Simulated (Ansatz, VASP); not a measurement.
One calculation of TaSi2, two programs

```xyz
6
Lattice="4.5280 0.0000 0.0000 -2.2640 3.9214 0.0000 0.0000 0.0000 5.6514" Properties=species:S:1:pos:R:3 pbc="T T T"
Ta    0.0000    2.6143    1.4129
Ta    2.2640    1.3071    4.2386
Si    0.0000    2.6143    4.2386
Si    2.2640    1.3071    1.4129
Si    0.0000    0.0000    0.0000
Si    0.0000    0.0000    2.8257
```

Change from the starting cell: species swapped into the Gd2In type (P6_3/mmc, No. 194).

Alike in both runs: task single point; functional PBE; k mesh 6 × 6 × 4; occupations gaussian, width 0.1 eV; no spin polarisation.

```csv
,VASP,Ansatz
version,VASP 6.6.1,Ansatz 0.2.0
potentials or method,"VASP PAW PBE potentials, release 64 (Ta_pv, Si)","scalar-relativistic, plane waves, PAW"
plane-wave cutoff (eV),520,420
valence electrons in the cell,38,42
```

```tsv
	VASP	Ansatz	Ansatz less VASP
gap on the k mesh at the Fermi level (eV)	none	none	-
pressure (GPa)	-9.3	-9.3	-0.04
largest component of the traceless stress (GPa)	12.30	12.32	+0.022
```

A gap of «none» marks a metal or a gap that the smearing closes. The functional is the same, so the differences come from potentials, cutoffs and numerics. The two sets of potentials don't hold the same shells in valence.

The runs have no spin-orbit coupling, so splittings on Ta are missing.
